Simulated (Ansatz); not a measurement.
Born–Oppenheimer molecular dynamics of a periodic cell of 12 atoms, TaN (start crystal TaN, start structure P6/mmm, volume 1.05 times the crystal's). It starts from a structure without forces on its atoms.

Computed with Ansatz 0.2.0, DFT PBE, scalar-relativistic, plane waves, PAW. Settings: PAW set soft_1, cutoff 420 eV, k mesh 2x2x2, fermi-dirac smearing 0.17 eV, no spin polarisation.

```json
{"ensemble": "NVT, Langevin thermostat", "time step": "1 fs", "steps asked": "580", "set temperature": "300 K", "friction": "0.02 /fs", "temperature schedule": "580 steps to 2000 K", "seed": "736788"}
```

First frame:

```xyz
12
Lattice="5.2761 0.0000 0.0000 -2.6381 4.5692 0.0000 0.0000 0.0000 5.9114" Properties=species:S:1:pos:R:3
Ta 0.000 0.000 0.000
Ta 0.000 3.046 1.478
Ta 2.638 1.523 1.478
N 2.638 0.000 0.000
N 1.319 2.285 0.000
N -1.319 2.285 0.000
Ta 0.000 0.000 2.956
Ta 0.000 3.046 4.434
Ta 2.638 1.523 4.434
N 2.638 0.000 2.956
N 1.319 2.285 2.956
N -1.319 2.285 2.956
```

Q: What does the run give?

A: The run went to its last step.

| Property | Result |
| --- | --- |
| steps done | 580 |
| time covered | 580 fs |
| mean temperature over the second half | 1391 K |
| spread of the potential energy over the second half | 36.4 meV per atom |
| mean potential energy of the second half above the start | -268.3 meV per atom |

The schedule's set-point averaged 1575 K over the second half and the system 1391 K. A run of 0.58 ps of so small a system gives no equilibrium averages. Limits of this set-up: coarse k mesh.

Q: What happens to the structure?

A: Mean squared displacements from the first frame to the last, about the centre of mass: Ta 0.03 Å², N 0.38 Å². Another seed would give other details.

Q: How do temperature and energy run in time?

A: 
```
time (fs)  T (K)  potential energy less start (eV)
      0.0    275                             0.000
     48.0   1831                            -3.965
     96.0    821                            -3.219
    144.0   1091                            -3.921
    192.0   1129                            -4.187
    240.0    897                            -4.040
    288.0   1014                            -3.900
    336.0   1398                            -3.449
    384.0   1249                            -2.185
    432.0   1929                            -3.350
    480.0   1450                            -3.321
    528.0   1586                            -3.584
    576.0   1240                            -2.820
```

Run time: 30 min on 1 thread of AMD EPYC 7R43 64-Core Processor (Zen 3) (shared host), peak memory 0.55 GiB.
